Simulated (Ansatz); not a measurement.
The cell below belongs to a search over invented structures; it isn't taken from experiment.

Input and command of a plane-wave DFT calculation in Ansatz:

```yaml
crystal:
  lattice:
    - [5.104396, 0.0, 0.0]
    - [0.0, 5.18416, 0.0]
    - [0.0, 0.0, 14.0]
  atoms:
    - { symbol: Mo, position: [0.04033963, 0.25, 0.5] }
    - { symbol: Mo, position: [0.95966037, 0.75, 0.5] }
  periodic: [true, true, false]
basis:
  ecutwfc: 420
kpoints:
  mp_grid: { grid: [4, 4, 1] }
hamiltonian:
  xc: pbe
scf:
  occupations: { method: gaussian, width: 0.1 }
  lower_state_search: "off"
output:
  forces: true
  stress: true
  eigenvalues: true
relax:
  adjacent_minimum: "off"
  f_tol: 0.04
  max_steps: 70
  cell: { stress_2d_tol: 0.16 }
```

```bash
ansatz run input.yaml --threads 1 --pin off --max-ram 2560MiB --backend cpu --events-out ev --progress --plain --runs-dir out
```

Processor: Intel(R) Xeon(R) Platinum 8375C CPU @ 2.90GHz (Ice Lake), 1 thread, on a host shared with other jobs.

How long does it run, and how much memory does it take?

About 3.6 min, peak memory 0.66 GiB. It solves 18 bands at 9 k points (after reduction by symmetry) with about 5511 plane waves (on the last cell), in 227 SCF iterations over 33 ionic steps.
